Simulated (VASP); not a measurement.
**Input and output of a VASP r²SCAN single-point calculation on InAs (strained zincblende)**

INCAR

```
NELM = 120
ALGO = Normal
EDIFF = 1E-7
IBRION = -1
LCHARG = .FALSE.
LWAVE = .FALSE.
ISMEAR = -1
NBANDS = 16
PREC = Accurate
ENCUT = 520
METAGGA = R2SCAN
LREAL = .FALSE.
SIGMA = 0.02
ISIF = 2
NSW = 0
LASPH = .TRUE.
```

KPOINTS

```
KPOINTS created by Atomic Simulation Environment
0
Gamma
8 8 8
0 0 0
```

KPOINTS_OPT

```
special points
7
Reciprocal
0.0000000000 0.0000000000 0.0000000000 1
-0.5000000000 -0.5000000000 0.0000000000 1
-0.3750000000 -0.3750000000 0.2500000000 1
-0.3750000000 0.0000000000 0.3750000000 1
0.0000000000 0.0000000000 0.5000000000 1
-0.5000000000 -0.2500000000 0.2500000000 1
-0.0272620000 0.0000000000 -0.0272620000 1
```

POSCAR

```
In As
 1.0000000000000000
     0.0000000000000000    3.1462281872000002    2.9527074487000000
     3.1462281872000002    0.0000000000000000    2.9527074487000000
     3.1462281872000002    3.1462281872000002    0.0000000000000000
 In  As
   1   1
Cartesian
  0.0000000000000000  0.0000000000000000  0.0000000000000000
  1.5731140935999999  1.5731140935999999  1.4763537243500000
```

VASP ran with the recommended PBE PAW datasets (18 valence electrons in the cell).

Command

```
mpirun -np 1 vasp_std
```

OSZICAR

```
N       E                     dE             d eps       ncg     rms          rms(c)
DAV:   1     0.842846859608E+02    0.84285E+02   -0.84648E+03  1888   0.122E+03
DAV:   2    -0.333392798769E+02   -0.11762E+03   -0.11301E+03  2136   0.303E+02
DAV:   3    -0.412212513591E+02   -0.78820E+01   -0.78437E+01  2416   0.780E+01
DAV:   4    -0.414377453819E+02   -0.21649E+00   -0.21645E+00  2440   0.143E+01
DAV:   5    -0.414477843110E+02   -0.10039E-01   -0.10039E-01  2840   0.254E+00    0.564E+00
DAV:   6    -0.380423821219E+02    0.34054E+01   -0.15224E+00  2352   0.261E+01    0.281E+00
DAV:   7    -0.380266408556E+02    0.15741E-01   -0.20592E-01  2216   0.351E+00    0.171E+00
DAV:   8    -0.380347467736E+02   -0.81059E-02   -0.18484E-02  2656   0.118E+00    0.681E-01
DAV:   9    -0.380361809491E+02   -0.14342E-02   -0.19143E-03  2656   0.339E-01    0.243E-01
DAV:  10    -0.380362080618E+02   -0.27113E-04   -0.13768E-04  2560   0.108E-01    0.204E-01
DAV:  11    -0.380362339287E+02   -0.25867E-04   -0.10858E-04  2368   0.158E-01    0.186E-02
DAV:  12    -0.380362322837E+02    0.16449E-05   -0.17952E-05  2688   0.339E-02    0.386E-02
DAV:  13    -0.380362333318E+02   -0.10481E-05   -0.56628E-06  2496   0.433E-02    0.214E-02
DAV:  14    -0.380362333541E+02   -0.22267E-07   -0.62756E-07  2432   0.657E-03
   1 F= -.38036233E+02 E0= -.38036230E+02  d E =-.690753E-05
       N       E                     dE             ncg
DAV:   1     0.214923585387E+04   -0.31416E+04      224
DAV:   2     0.132044221615E+04   -0.82879E+03      248
DAV:   3     0.125914002945E+04   -0.61302E+02      288
DAV:   4     0.125732883168E+04   -0.18112E+01      304
DAV:   5     0.125722868271E+04   -0.10015E+00      344
DAV:   6     0.125722729249E+04   -0.13902E-02      312
DAV:   7     0.125722721653E+04   -0.75965E-04      320
DAV:   8     0.125722721583E+04   -0.69893E-06      312
DAV:   9     0.125722721581E+04   -0.11576E-07      232
```

From OUTCAR

```
k-points           NKPTS =     59   k-points in BZ     NKDIM =     59   number of bands    NBANDS=     16

   NELECT =      18.0000    total number of electrons

   dimension x,y,z NGX =    32 NGY =   32 NGZ =   36
   dimension x,y,z NGXF=    64 NGYF=   64 NGZF=   72

  energy-cutoff  :      520.00
  volume of cell :       58.46
      direct lattice vectors                 reciprocal lattice vectors
     0.000000000  3.146228187  2.952707449    -0.158920450  0.158920450  0.169336112
     3.146228187  0.000000000  2.952707449     0.158920450 -0.158920450  0.169336112
     3.146228187  3.146228187  0.000000000     0.158920450  0.158920450 -0.169336112

 k-points in reciprocal lattice and weights: KPOINTS created by Atomic Simulation Env
   0.00000000  0.00000000  0.00000000       0.002
   0.12500000  0.00000000  0.00000000       0.016
   0.25000000  0.00000000  0.00000000       0.016
   0.37500000  0.00000000  0.00000000       0.016
   0.50000000  0.00000000  0.00000000       0.008
   0.12500000  0.12500000  0.00000000       0.004
   0.25000000  0.12500000  0.00000000       0.016
   0.37500000  0.12500000  0.00000000       0.016
   ...

 E-fermi :   3.8014

 k-point     1 :       0.0000    0.0000    0.0000
  band No.  band energies     occupation
      1     -11.0358      2.00000
      2     -11.0358      2.00000
      3     -11.0151      2.00000
      4     -10.9146      2.00000
      5     -10.8998      2.00000
      6      -8.2108      2.00000
      7       3.6287      1.99965
      8       3.6287      1.99965
      9       3.6437      1.99925
     10       3.9034      0.01213
     11       7.8916      0.00000
     12       8.0328      0.00000
     13       8.0329      0.00000
     14      11.5732      0.00000
     15      13.2441      0.00000
     16      14.0904      0.00000

 k-point     2 :       0.1250    0.0000    0.0000
  band No.  band energies     occupation
      1     -11.0482      2.00000
      2     -11.0304      2.00000
      3     -11.0148      2.00000
      4     -10.9150      2.00000
      5     -10.8992      2.00000
      6      -8.0574      2.00000
      7       1.8969      2.00000
      8       3.4336      2.00000
      9       3.6550      1.99868
     10       4.9484      0.00000
     11       7.9608      0.00000
     12       8.2795      0.00000
     13       8.3436      0.00000
     14      12.3656      0.00000
     15      12.5934      0.00000
     16      13.1414      0.00000

 k-point     3 :       0.2500    0.0000    0.0000
  band No.  band energies     occupation
      1     -11.0854      2.00000
      2     -11.0189      2.00000
      3     -11.0058      2.00000
      4     -10.9151      2.00000
      5     -10.8963      2.00000
      6      -7.6395      2.00000
      7       0.1195      2.00000
      8       3.0404      2.00000
      9       3.3385      2.00000
     10       5.1586      0.00000
     11       8.5944      0.00000
     12       8.6044      0.00000
     13       9.2611      0.00000
     14      12.3169      0.00000
     15      12.5917      0.00000
     16      13.1003      0.00000

 k-point     4 :       0.3750    0.0000    0.0000
  band No.  band energies     occupation
      1     -11.1215      2.00000
      2     -11.0094      2.00000
      3     -10.9971      2.00000
      4     -10.9134      2.00000
      5     -10.8911      2.00000
      6      -7.1144      2.00000
      7      -1.2889      2.00000
      8       2.7171      2.00000
      9       3.0797      2.00000
     10       4.9591      0.00000
     11       8.6047      0.00000
     12       8.9367      0.00000
     13      10.5659      0.00000
     14      12.3053      0.00000
     15      13.6495      0.00000
     16      13.7618      0.00000

 k-point     5 :       0.5000    0.0000    0.0000
  band No.  band energies     occupation
      1     -11.1359      2.00000
      2     -11.0062      2.00000
      3     -10.9940      2.00000
      4     -10.9120      2.00000
      5     -10.8882      2.00000
      6      -6.8418      2.00000
      7      -1.8660      2.00000
      8       2.5972      2.00000
      9       2.9843      2.00000
     10       4.8627      0.00000
     11       8.5478      0.00000
     12       8.9764      0.00000
     13      10.9531      0.00000
     14      13.0157      0.00000
     15      14.5948      0.00000
     16      15.1625      0.00000

 k-point     6 :       0.1250    0.1250    0.0000
  band No.  band energies     occupation
      1     -11.0461      2.00000
      2     -11.0252      2.00000
      3     -11.0252      2.00000
      4     -10.9195      2.00000
      5     -10.8960      2.00000
      6      -7.9917      2.00000
      7       1.9286      2.00000
      8       3.1196      2.00000
      9       3.1196      2.00000
     10       5.6006      0.00000
     11       7.1606      0.00000
     12       8.7342      0.00000
     13       8.7342      0.00000
     14      12.2841      0.00000
     15      13.0244      0.00000
     16      13.4449      0.00000

 k-point     7 :       0.2500    0.1250    0.0000
  band No.  band energies     occupation
      1     -11.0839      2.00000
      2     -11.0131      2.00000
      3     -11.0114      2.00000
      4     -10.9234      2.00000
      5     -10.8919      2.00000
      6      -7.6493      2.00000
      7       0.5496      2.00000
      8       2.6900      2.00000
      9       2.8213      2.00000
     10       6.0383      0.00000
     11       7.1813      0.00000
     12       9.2650      0.00000
     13       9.4268      0.00000
     14      11.8096      0.00000
     15      13.4773      0.00000
     16      13.7105      0.00000

 k-point     8 :       0.3750    0.1250    0.0000
  band No.  band energies     occupation
      1     -11.1214      2.00000
      2     -11.0026      2.00000
      3     -10.9989      2.00000
      4     -10.9232      2.00000
      5     -10.8876      2.00000
      6      -7.1450      2.00000
      7      -0.8970      2.00000
      8       2.3982      2.00000
      9       2.4430      2.00000
     10       5.8653      0.00000
     11       8.0550      0.00000
     12       9.3075      0.00000
     13       9.7409      0.00000
     14      12.5733      0.00000
     15      13.7375      0.00000
     16      14.4008      0.00000

 k-point     9 :       0.5000    0.1250    0.0000
  band No.  band energies     occupation
      1     -11.1409      2.00000
      2     -10.9988      2.00000
      3     -10.9924      2.00000
      4     -10.9185      2.00000
      5     -10.8870      2.00000
      6      -6.7679      2.00000
      7      -1.7400      2.00000
      8       2.1409      2.00000
      9       2.3518      2.00000
     10       5.7069      0.00000
     11       8.4719      0.00000
     12       9.0957      0.00000
     13      10.6565      0.00000
     14      12.9607      0.00000
     15      14.4763      0.00000
     16      15.1386      0.00000

 k-point    10 :      -0.3750    0.1250    0.0000
  band No.  band energies     occupation
      1     -11.1350      2.00000
      2     -11.0021      2.00000
      3     -10.9914      2.00000
      4     -10.9137      2.00000
      5     -10.8923      2.00000
      6      -6.8861      2.00000
      7      -1.5337      2.00000
      8       2.0526      2.00000
      9       2.5624      2.00000
     10       5.7330      0.00000
     11       8.5938      0.00000
     12       8.9370      0.00000
     13      10.8288      0.00000
     14      13.1737      0.00000
     15      13.3222      0.00000
     16      14.5003      0.00000

 k-point    11 :      -0.2500    0.1250    0.0000
  band No.  band energies     occupation
      1     -11.1083      2.00000
      2     -11.0121      2.00000
      3     -10.9947      2.00000
      4     -10.9119      2.00000
      5     -10.8987      2.00000
      6      -7.3694      2.00000
      7      -0.4528      2.00000
      8       2.2631      2.00000
      9       2.9580      2.00000
     10       5.8712      0.00000
     11       8.6956      0.00000
     12       8.7666      0.00000
     13       9.4542      0.00000
     14      11.9960      0.00000
     15      13.0869      0.00000
     16      14.5278      0.00000

 k-point    12 :      -0.1250    0.1250    0.0000
  band No.  band energies     occupation
      1     -11.0746      2.00000
      2     -11.0245      2.00000
      3     -11.0020      2.00000
      4     -10.9124      2.00000
      5     -10.9009      2.00000
      6      -7.8279      2.00000
      7       0.8951      2.00000
      8       2.8788      2.00000
      9       3.3497      2.00000
     10       5.6532      0.00000
     11       8.1592      0.00000
     12       8.3982      0.00000
     13       8.9209      0.00000
     14      11.8215      0.00000
     15      12.5631      0.00000
     16      13.4962      0.00000

 ...

  Total       -0.7832164     -0.7832164     -0.0178833      0.0000000      0.0000000      0.0000000
  in kB      -21.4665141    -21.4665141     -0.4901495      0.0000000      0.0000000      0.0000000
  external PRESSURE =     -14.4743926 kB  Pullay stress =       0.0000000 kB

 POSITION                                       TOTAL-FORCE (eV/Angst)
 -----------------------------------------------------------------------------------
      0.00000      0.00000      0.00000         0.000000      0.000000     -0.000000
      1.57311      1.57311      1.47635        -0.000000     -0.000000      0.000000
 -----------------------------------------------------------------------------------
    total drift:                               -0.000014     -0.000014      0.000031

  FREE ENERGIE OF THE ION-ELECTRON SYSTEM (eV)
  ---------------------------------------------------
  free  energy   TOTEN  =       -38.0362333541 eV

  energy  without entropy=      -38.0362264465  energy(sigma->0) =      -38.03622990
```

```
gap between bands v and c : 0.03 eV
least direct gap          : 0.18 eV
pressure                  : -1.4 GPa
```

Band v is the last that the valence electrons fill when counted band by band, and c is the next.

The run took about 2.3 min on one core of a shared host (Intel Xeon Platinum 8488C) and held 0.24 GiB at most.
